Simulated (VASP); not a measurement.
# GaP (F-43m) in VASP: a series of runs, part 2 of 2

VASP 6.6.1. The steps go on from the part before.

## Step 3: Relaxation of the atoms, PBEsol (a relaxed cell with its volume scaled by 0.94)

Contents of INCAR:

```
SYSTEM = GaP
PREC = Accurate
ENCUT = 600
EDIFF = 1E-7
ISMEAR = 0
SIGMA = 0.03
LREAL = .False.
LASPH = .True.
NELM = 80
ALGO = Normal
ISIF = 2
LWAVE = .False.
LCHARG = .False.
GGA = PS
IBRION = 2
NSW = 40
EDIFFG = -0.01
```

Contents of KPOINTS:

```
regular mesh
0
Gamma
  8 8 8
  0 0 0
```

Contents of POSCAR:

```
GaP                                     
1.0
    0.0000000000      2.6629228469      2.6629228469
    2.6629228469      0.0000000000      2.6629228469
    2.6629228469      2.6629228469      0.0000000000
  Ga              P             
     1     1
Direct
     0.0000000000000000    0.0000000000000000    0.0000000000000000
     0.2500000000000000    0.2500000000000000    0.2500000000000000
```

Potentials or basis: VASP PAW PBE potentials, release 64 (Ga_d, P).

Launch:

```sh
$ cat potpaw_PBE.64/Ga_d/POTCAR potpaw_PBE.64/P/POTCAR > POTCAR
$ mpirun -np 1 vasp_std > vasp.out
```

OUTCAR:

```text
SYSTEM = GaP
   PREC = Accurate
   ENCUT = 600
   EDIFF = 1E-7
   ISMEAR = 0
   LREAL = .False.
   LASPH = .True.
   NELM = 80
   ISIF = 2
   GGA = PS
   IBRION = 2
   NSW = 40
   EDIFFG = -0.01

 ion  position               nearest neighbor table
   1  0.000  0.000  0.000-   2 2.31   2 2.31   2 2.31   2 2.31
   2  0.250  0.250  0.250-   1 2.31   1 2.31   1 2.31   1 2.31

  LATTYP: Found a face centered cubic cell.
 ALAT       =     5.3258456938

  Lattice vectors:

 A1 = (   0.0000000000,   2.6629228469,   2.6629228469)
 A2 = (   2.6629228469,   0.0000000000,   2.6629228469)
 A3 = (   2.6629228469,   2.6629228469,   0.0000000000)

Analysis of symmetry for initial positions (statically):
=====================================================================
 Subroutine PRICEL returns:
 Original cell was already a primitive cell.

 Routine SETGRP: Setting up the symmetry group for a
 face centered cubic supercell.

 Subroutine GETGRP returns: Found 24 space group operations
 (whereof 24 operations were pure point group operations)
 out of a pool of 48 trial point group operations.

The static configuration has the point symmetry T_d .

Analysis of symmetry for dynamics (positions and initial velocities):
=====================================================================
 Subroutine PRICEL returns:
 Original cell was already a primitive cell.

 Routine SETGRP: Setting up the symmetry group for a
 face centered cubic supercell.

 Subroutine GETGRP returns: Found 24 space group operations
 (whereof 24 operations were pure point group operations)
 out of a pool of 48 trial point group operations.

The dynamic configuration has the point symmetry T_d .

 Subroutine INISYM returns: Found 24 space group operations
 (whereof 24 operations are pure point group operations),
 and found     1 'primitive' translations

----------------------------------------------------------------------------------------

                                     Primitive cell

  volume of cell :      37.7664

  direct lattice vectors                    reciprocal lattice vectors
     0.000000000  2.662922847  2.662922847    -0.187763607  0.187763607  0.187763607
     2.662922847  0.000000000  2.662922847     0.187763607 -0.187763607  0.187763607
     2.662922847  2.662922847  0.000000000     0.187763607  0.187763607 -0.187763607

  length of vectors
     3.765941606  3.765941606  3.765941606     0.325216108  0.325216108  0.325216108

  position of ions in fractional coordinates (direct lattice)
     0.000000000  0.000000000  0.000000000
     0.250000000  0.250000000  0.250000000

  ion indices of the primitive-cell ions
   primitive index   ion index
                 1           1
                 2           2

----------------------------------------------------------------------------------------

 KPOINTS: regular mesh

Automatic generation of k-mesh.
 Grid dimensions read from file:
 generate k-points for:    8    8    8

 Generating k-lattice:

  Cartesian coordinates                     Fractional coordinates (reciprocal lattice)
    -0.023470451  0.023470451  0.023470451     0.125000000  0.000000000  0.000000000
     0.023470451 -0.023470451  0.023470451     0.000000000  0.125000000  0.000000000
     0.023470451  0.023470451 -0.023470451     0.000000000  0.000000000  0.125000000

  Length of vectors
     0.040652013  0.040652013  0.040652013

  Shift w.r.t. Gamma in fractional coordinates (k-lattice)
     0.000000000  0.000000000  0.000000000

 Subroutine IBZKPT returns following result:
 ===========================================

 Found     29 irreducible k-points:

 Following reciprocal coordinates:
            Coordinates               Weight
  0.000000  0.000000  0.000000      1.000000
  0.125000  0.000000  0.000000      8.000000
  0.250000  0.000000  0.000000      8.000000
  0.375000  0.000000  0.000000      8.000000
  0.500000  0.000000  0.000000      4.000000
  0.125000  0.125000  0.000000      6.000000
[... 16 lines left out ...]
  0.500000  0.250000  0.125000     48.000000
 -0.375000  0.250000  0.125000     24.000000
 [... further k-points ...]
   k-points           NKPTS =     29   k-points in BZ     NKDIM =     29   number of bands    NBANDS=     13
   number of dos      NEDOS =    301   number of ions     NIONS =      2
   total plane-waves  NPLWV =  27000
   dimension x,y,z NGX =    30 NGY =   30 NGZ =   30
   dimension x,y,z NGXF=    60 NGYF=   60 NGZF=   60
   ions per type =               1   1
   NGX,Y,Z   is equivalent  to a cutoff of  13.24, 13.24, 13.24 a.u.
   NGXF,Y,Z  is equivalent  to a cutoff of  26.49, 26.49, 26.49 a.u.
 SYSTEM =  GaP
   PREC   = accura    normal or accurate (medium, high low for compatibility)
   ISTART =      0    job   : 0-new  1-cont  2-samecut
   ICHARG =      2    charge: 1-file 2-atom 10-const
   ISPIN  =      1    spin polarized calculation?
   LNONCOLLINEAR =      F non collinear calculations
   LSORBIT =      F    spin-orbit coupling
   LASPH  =      T    aspherical Exc in radial PAW
   ENCUT  =  600.0 eV  44.10 Ry    6.64 a.u.   7.52  7.52  7.52*2*pi/ulx,y,z
   NELM   =     80;   NELMIN=  2; NELMDL= -5     # of ELM steps
   EDIFF  = 0.1E-06   stopping-criterion for ELM
   LREAL  =      F    real-space projection
   EDIFFG = -.1E-01   stopping-criterion for IOM
   NSW    =     40    number of steps for IOM
   IBRION =      2    ionic relax: 0-MD 1-quasi-New 2-CG
   NFREE  =      1    steps in history (QN), initial steepest desc. (CG)
   ISIF   =      2    stress and relaxation
   ISYM   =      2    0-nonsym 1-usesym 2-fastsym
   POTIM  = 0.5000    time-step for ionic-motion
   TEBEG  =    0.0;   TEEND  =   0.0 temperature during run
   PSTRESS=    0.0 pullay stress
   NELECT =      18.0000    total number of electrons
   NUPDOWN=      -1.0000    fix difference up-down
   EMIN   =  10.00;   EMAX   =-10.00  energy-range for DOS
   EFERMI =   0.00;   METHOD = LEGACY
   ISMEAR =     0;   SIGMA  =   0.03  broadening in eV -4-tet -1-fermi 0-gaus
   EFERMI_NEDOS =   21; number of points for ismear=-14 and -15
   IALGO  =     38    algorithm
   IMIX   =      4    mixing-type and parameters
     AMIX     =   0.40;   BMIX     =  1.00
     AMIX_MAG =   1.60;   BMIX_MAG =  1.00
  volume/ion in A,a.u.               =      18.88       127.43
  Fermi-wavevector in a.u.,A,eV,Ry     =   1.278784  2.416551 22.249440  1.635288
  Thomas-Fermi vector in A             =   2.411307
   LORBIT       =      0    0 simple, 1 ext, 2 COOP (PROOUT), +10 PAW based schemes
   GGA     = PS    functional components
   LHFCALC =     F    Hartree Fock is set to
   AEXX    =    0.0000 exact exchange contribution
   IVDW    =     0    specifies the selected vdW correction
   LEPSILON=     F    determine dielectric tensor
   LRPA    =     F    only Hartree local field effects (RPA)
 conjugate gradient relaxation of ions
 non-spin polarized calculation
 Gauss-broadening in eV      SIGMA  =   0.03
  energy-cutoff  :      600.00
  volume of cell :       37.77
 maximum number of plane-waves:      1283
   NGX = 15   NGY = 15   NGZ = 15

 number of electron      18.0000009 magnetization

 Free energy of the ion-electron system (eV)
  ---------------------------------------------------
  ext. energy  EPLUGINS =         0.00000000
  ---------------------------------------------------
  free energy    TOTEN  =        -9.87777856 eV

  energy without entropy =       -9.87777856  energy(sigma->0) =       -9.87777856

 E-fermi :   5.4332     XC(G=0): -10.3388

 val. band max:        5.3057221596   @ k =   0.0000   0.0000   0.0000
 cond. band min:       6.6697030031   @ k =   0.5000   0.5000   0.0000
 fundamental gap:      1.3639808435
 Fermi energy:         5.4331677529

 k-point     1 :       0.0000    0.0000    0.0000
  band No.  band energies     occupation
      1      -9.3762      2.00000
      2      -9.3762      2.00000
      3      -9.3762      2.00000
      4      -9.2522      2.00000
      5      -9.2522      2.00000
      6      -7.7662      2.00000
      7       5.3057      2.00000
      8       5.3057      2.00000
      9       5.3057      2.00000
     10       7.6344      0.00000
     11       9.1057      0.00000
     12       9.1057      0.00000
     13       9.1057      0.00000
[... 353 lines left out ...]
 k-point    24 :      -0.3750    0.2500    0.1250
  band No.  band energies     occupation
      1      -9.4907      2.00000
      2      -9.3378      2.00000
      3      -9.3221      2.00000
      4      -9.2597      2.00000
      5      -9.2432      2.00000
      6      -4.9850      2.00000
      7      -1.5255      2.00000
      8       1.8052      2.00000
      9       3.1455      2.00000
     10       8.8869      0.00000
     11       9.4508      0.00000
     12      11.9173      0.00000
     13      13.3468      0.00000

 [... further k-points ...]
[... 5 lines left out ...]
  --------------------------------------------------------------------------------------
  -------------------------------------------------------------------------------------
  Total        1.4202027      1.4202027      1.4202027      0.0000000      0.0000000      0.0000000
  in kB       60.2497383     60.2497383     60.2497383      0.0000000      0.0000000      0.0000000
  external PRESSURE =      60.2497383 kB  Pullay stress =       0.0000000 kB

 VOLUME and BASIS-vectors are now :
 -----------------------------------------------------------------------------
  energy-cutoff  :      600.00
  volume of cell :       37.77
      direct lattice vectors                 reciprocal lattice vectors
     0.000000000  2.662922847  2.662922847    -0.187763607  0.187763607  0.187763607
     2.662922847  0.000000000  2.662922847     0.187763607 -0.187763607  0.187763607
     2.662922847  2.662922847  0.000000000     0.187763607  0.187763607 -0.187763607

 POSITION                                       TOTAL-FORCE (eV/Angst)
 -----------------------------------------------------------------------------------
      0.00000      0.00000      0.00000         0.000000      0.000000      0.000000
      1.33146      1.33146      1.33146        -0.000000     -0.000000     -0.000000
 -----------------------------------------------------------------------------------
    total drift:                               -0.000000     -0.000000     -0.000000

  FREE ENERGIE OF THE ION-ELECTRON SYSTEM (eV)
  ---------------------------------------------------
  free  energy   TOTEN  =        -9.8777785580 eV

  energy  without entropy=       -9.8777785580  energy(sigma->0) =       -9.87777856

 reached required accuracy - stopping structural energy minimisation
```

OSZICAR:

```text
N       E                     dE             d eps       ncg     rms          rms(c)
DAV:   1     0.861499931645E+02    0.86150E+02   -0.10207E+04   778   0.224E+03
DAV:   2    -0.295957329072E+01   -0.89110E+02   -0.85119E+02   804   0.367E+02
DAV:   3    -0.100677844302E+02   -0.71082E+01   -0.70761E+01   949   0.813E+01
DAV:   4    -0.101910853361E+02   -0.12330E+00   -0.12325E+00   934   0.116E+01
DAV:   5    -0.101933821659E+02   -0.22968E-02   -0.22966E-02   963   0.135E+00    0.448E+00
DAV:   6    -0.992608437481E+01    0.26730E+00   -0.45072E-01  1168   0.154E+01    0.286E+00
DAV:   7    -0.988053150555E+01    0.45553E-01   -0.11760E-01  1062   0.308E+00    0.106E+00
DAV:   8    -0.987762994864E+01    0.29016E-02   -0.14094E-02   922   0.180E+00    0.196E-01
DAV:   9    -0.987774334074E+01   -0.11339E-03   -0.12210E-03  1022   0.644E-01    0.676E-02
DAV:  10    -0.987775480298E+01   -0.11462E-04   -0.78844E-05   915   0.869E-02    0.251E-02
DAV:  11    -0.987777857268E+01   -0.23770E-04   -0.24946E-05   839   0.610E-02    0.434E-03
DAV:  12    -0.987777849385E+01    0.78830E-07   -0.17348E-06  1038   0.199E-02    0.465E-03
DAV:  13    -0.987777859931E+01   -0.10546E-06   -0.27006E-07   810   0.464E-03    0.125E-03
DAV:  14    -0.987777855804E+01    0.41275E-07   -0.19823E-08   477   0.184E-03
   1 F= -.98777786E+01 E0= -.98777786E+01  d E =-.987778E+01
```

CONTCAR:

```text
GaP
   1.00000000000000
     0.0000000000000000    2.6629228468999999    2.6629228468999999
     2.6629228468999999    0.0000000000000000    2.6629228468999999
     2.6629228468999999    2.6629228468999999    0.0000000000000000
  Ga              P
     1     1
Direct
     0.0000000000000000    0.0000000000000000    0.0000000000000000
     0.2500000000000000    0.2500000000000000    0.2500000000000000

  0.00000000E+00  0.00000000E+00  0.00000000E+00
  0.00000000E+00  0.00000000E+00  0.00000000E+00
```

It took 11 s on 1 thread of AMD EPYC 9R45 (Zen 5), shared host; peak memory 0.14 GiB.

What came out:

```yaml
Free_energy: -9.8778 eV
Pressure_after_relaxing: 6.0 GPa
Band_gap_on_the_k_mesh: 1.36 eV, indirect (least direct gap 2.33 eV)
```

Final structure:
```yaml
crystal:
  lattice:
    - [0.00000, 2.66292, 2.66292]
    - [2.66292, 0.00000, 2.66292]
    - [2.66292, 2.66292, 0.00000]
  atoms:
    - { symbol: Ga, position: [0.00000, 0.00000, 0.00000] }
    - { symbol: P, position: [0.25000, 0.25000, 0.25000] }
```

Caveat: the relaxation stopped at its first step, so nothing moved; the PAW data sets were made with another functional, which shifts forces and pressure a little. A k mesh can miss the band edges.

## Step 4: Relaxation of the atoms, PBEsol (a relaxed cell with its volume scaled by 0.96)

INCAR is that of step 3.

KPOINTS is that of step 3.

Contents of POSCAR:

```
GaP                                     
1.0
    0.0000000000      2.6816764425      2.6816764425
    2.6816764425      0.0000000000      2.6816764425
    2.6816764425      2.6816764425      0.0000000000
  Ga              P             
     1     1
Direct
     0.0000000000000000    0.0000000000000000    0.0000000000000000
     0.2500000000000000    0.2500000000000000    0.2500000000000000
```

Launch:

```sh
$ cat potpaw_PBE.64/Ga_d/POTCAR potpaw_PBE.64/P/POTCAR > POTCAR
$ mpirun -np 1 vasp_std > vasp.out
```

Wall time 11 s (1 thread of AMD EPYC 9R45 (Zen 5), shared host); peak memory 0.15 GiB.

It converged, with:

```yaml
Free_energy: -9.9025 eV
Pressure_after_relaxing: 3.8 GPa
Band_gap_on_the_k_mesh: 1.41 eV, indirect (least direct gap 2.15 eV)
```

Final structure:
```yaml
crystal:
  lattice:
    - [0.00000, 2.68168, 2.68168]
    - [2.68168, 0.00000, 2.68168]
    - [2.68168, 2.68168, 0.00000]
  atoms:
    - { symbol: Ga, position: [0.00000, 0.00000, 0.00000] }
    - { symbol: P, position: [0.25000, 0.25000, 0.25000] }
```

Levels at points of the mesh, in eV from the valence-band top:
| k point | band 7 | band 8 | band 9 | band 10 | band 11 | band 12 |
| --- | --- | --- | --- | --- | --- | --- |
| (0.00, 0.00, 0.00) | 0.00 | 0.00 | 0.00 | 2.15 | 3.81 | 3.81 |
| (0.50, 0.00, 0.00) | -6.98 | -1.20 | -1.20 | 1.73 | 4.63 | 4.63 |
| (0.50, 0.50, 0.00) | -7.04 | -2.89 | -2.89 | 1.41 | 1.66 | 10.91 |

Caveat: the relaxation stopped at its first step, so nothing moved; the PAW data sets were made with another functional, which shifts forces and pressure a little. A k mesh can miss the band edges.

## Step 5: Relaxation of the atoms, PBEsol (a relaxed cell with its volume scaled by 0.98)

INCAR is that of step 4.

KPOINTS is that of step 4.

Contents of POSCAR:

```
GaP                                     
1.0
    0.0000000000      2.7001713473      2.7001713473
    2.7001713473      0.0000000000      2.7001713473
    2.7001713473      2.7001713473      0.0000000000
  Ga              P             
     1     1
Direct
     0.0000000000000000    0.0000000000000000    0.0000000000000000
     0.2500000000000000    0.2500000000000000    0.2500000000000000
```

Launch:

```sh
$ cat potpaw_PBE.64/Ga_d/POTCAR potpaw_PBE.64/P/POTCAR > POTCAR
$ mpirun -np 1 vasp_std > vasp.out
```

It took 12 s on 1 thread of AMD EPYC 9R45 (Zen 5), shared host; peak memory 0.15 GiB.

The run converged. Its results:

* Free energy: -9.9165 eV
* Pressure after relaxing: 1.8 GPa
* Band gap on the k mesh: 1.46 eV, indirect (least direct gap 1.98 eV)

Final structure:
```xyz
2
Lattice="0.0000 2.7002 2.7002 2.7002 0.0000 2.7002 2.7002 2.7002 0.0000" Properties=species:S:1:pos:R:3 pbc="T T T"
Ga    0.0000    0.0000    0.0000
P     1.3501    1.3501    1.3501
```

Levels at points of the mesh, in eV from the valence-band top:
```tsv
k point	band 7	band 8	band 9	band 10	band 11	band 12
(0.00, 0.00, 0.00)	0.00	0.00	0.00	1.98	3.82	3.82
(0.50, 0.00, 0.00)	-6.86	-1.17	-1.17	1.67	4.64	4.64
(0.50, 0.50, 0.00)	-6.94	-2.81	-2.81	1.46	1.69	10.76
```

Caveat: the relaxation stopped at its first step, so nothing moved; the PAW data sets were made with another functional, which shifts forces and pressure a little. A k mesh can miss the band edges.

## Step 6: Overview

| task | cell | gap on the mesh (eV) | pressure (GPa) |
| --- | --- | --- | --- |
| relaxation of cell and atoms | relaxed | 1.50 | 0.0 |
| relaxation of the atoms | atoms relaxed from: a relaxed cell with its volume scaled by 0.94 | 1.36 | 6.0 |
| relaxation of the atoms | atoms relaxed from: a relaxed cell with its volume scaled by 0.96 | 1.41 | 3.8 |
| relaxation of the atoms | atoms relaxed from: a relaxed cell with its volume scaled by 0.98 | 1.46 | 1.8 |

Alike in all rows: level PBEsol; potentials or basis VASP PAW PBE potentials, release 64 (Ga_d, P); no spin polarisation; k mesh 8 × 8 × 8; cutoff (eV) 600; smearing gaussian 0.03 eV.

Caveats: the relaxation stopped at its first step, so nothing moved; the PAW data sets were made with another functional, which shifts forces and pressure a little.

Absolute energies hang on the potentials; compare differences alone.
